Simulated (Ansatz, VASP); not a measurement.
## CdS in VASP and in Ansatz

```
CELL_PARAMETERS angstrom
4.13480 0.00000 0.00000
-2.06740 3.58084 0.00000
0.00000 0.00000 6.74900
ATOMIC_POSITIONS crystal
Cd 0.33333 0.66667 0.00000
Cd 0.66667 0.33333 0.50000
S 0.33333 0.66667 0.38500
S 0.66667 0.33333 0.88500
```

Alike in both runs: task electric field gradients; functional PBE; k mesh 7 × 7 × 4; occupations fermi-dirac, width 0.01 eV; no spin polarisation.

|  | VASP | Ansatz |
| --- | --- | --- |
| version | VASP 6.6.1 | Ansatz 0.2.0 |
| potentials or method | VASP PAW PBE potentials, release 64 (Cd, S), cutoff 520 eV | all-electron PAW with datasets made for the crystal, scalar-relativistic |

|  | VASP | Ansatz | Ansatz less VASP |
| --- | --- | --- | --- |
| gap on the k mesh at the Fermi level (eV) | 1.23 | 1.23 | -0.003 |
| pressure (GPa) | 2.9 | 2.6 | -0.32 |
| largest component of the traceless stress (GPa) | 1.55 | 1.50 | -0.049 |
| rms of the force components (eV/Å) | 0.155 | 0.151 | -0.0044 |
| Vzz of the field gradient on the site that differs most (V/Å²) | 35.3 | 32.6 | -2.77 |

Atom by atom the forces differ by 0.004 eV/Å (rms over components). Ansatz ran all-electron here, so the differences hold the error of VASP's frozen core and of both bases. Ansatz warned: «gradients_without_spin_orbit».

As with any semilocal functional, this PBE gap is likely too small.
